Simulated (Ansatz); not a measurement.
Write the native input for Ansatz 0.2.0 that does the following.

```
Task                                : band structure
Functional                          : PBE
Potentials or basis                 : Ansatz PAW
Cutoff                              : 420 eV (not typed: the program's choice for these potentials)
k mesh                              : 7 × 7 × 7
Occupations                         : fermi-dirac, width 0.05 eV
Spin                                : no spin polarisation
Hubbard terms                       : Ti d U = 6 eV
Path                                : [["G", "X", "M", "G", "Z", "R", "A", "Z"], ["X", "R"], ["M", "A"]]
Points for each segment of the path : 14
Hubbard projectors                  : ortho-atomic (the default)
Double counting                     : fll (the default)
```

Crystal: BaTiO3.

```
CELL_PARAMETERS angstrom
3.99980 0.00000 0.00000
0.00000 3.99980 0.00000
0.00000 0.00000 4.01800
ATOMIC_POSITIONS crystal
Ba 0.00000 0.00000 0.00000
Ti 0.50000 0.50000 0.49000
O 0.00000 0.50000 0.51700
O 0.50000 0.00000 0.51700
O 0.50000 0.50000 0.01900
```

One way to write it, as run:

input.yaml

```yaml
crystal:
  lattice:
    - [3.9998, 0.0, 0.0]
    - [0.0, 3.9998, 0.0]
    - [0.0, 0.0, 4.018]
  atoms:
    - { symbol: Ba, position: [0.0, 0.0, 0.0] }
    - { symbol: Ti, position: [0.5, 0.5, 0.49] }
    - { symbol: O, position: [0.0, 0.5, 0.517] }
    - { symbol: O, position: [0.5, 0.0, 0.517] }
    - { symbol: O, position: [0.5, 0.5, 0.019] }
hamiltonian:
  xc: pbe
  pseudopotentials: { kind: paw }
  hubbard: { sites: [{ species: Ti, l: d, u_eff: 6.0 }] }
kpoints:
  mp_grid: { grid: [7, 7, 7] }
  band_path:
    path:
      - [[0.0, 0.0, 0.0], [0.0, 0.5, 0.0], [0.5, 0.5, 0.0], [0.0, 0.0, 0.0], [0.0, 0.0, 0.5], [0.0, 0.5, 0.5], [0.5, 0.5, 0.5], [0.0, 0.0, 0.5]]
      - [[0.0, 0.5, 0.0], [0.0, 0.5, 0.5]]
      - [[0.5, 0.5, 0.0], [0.5, 0.5, 0.5]]
    npoints: 14
scf:
  occupations: { method: fermi_dirac, width: 0.05 }
  n_extra_bands: 12
output:
  forces: true
  stress: true
  eigenvalues: true
  fatbands: false
```

Potentials or basis: Ansatz PAW.

Run with:

```console
$ ansatz run input.yaml --threads 2 --pin off --max-ram 5632MiB --backend cpu --events-out ev --progress --plain --runs-dir out
```

Results of the run:

```
Pressure                : 4.5 GPa
Largest force           : 0.243 eV/Å
Band gap on the k mesh  : 2.70 eV, indirect (least direct gap 2.89 eV)
Band gap along the path : 2.60 eV, indirect (least direct gap 2.89 eV)
```

Caveat: the k mesh misses the band edges, so the gap on the mesh is wider than the one along the path; the pressure holds a Pulay correction of +0.5 GPa for the finite cutoff; spin-orbit coupling is left out, which moves the levels of the heavy elements.

Wall time 27 s on 2 threads of Arm Neoverse N1, with other jobs on the host, peak memory 0.54 GiB.
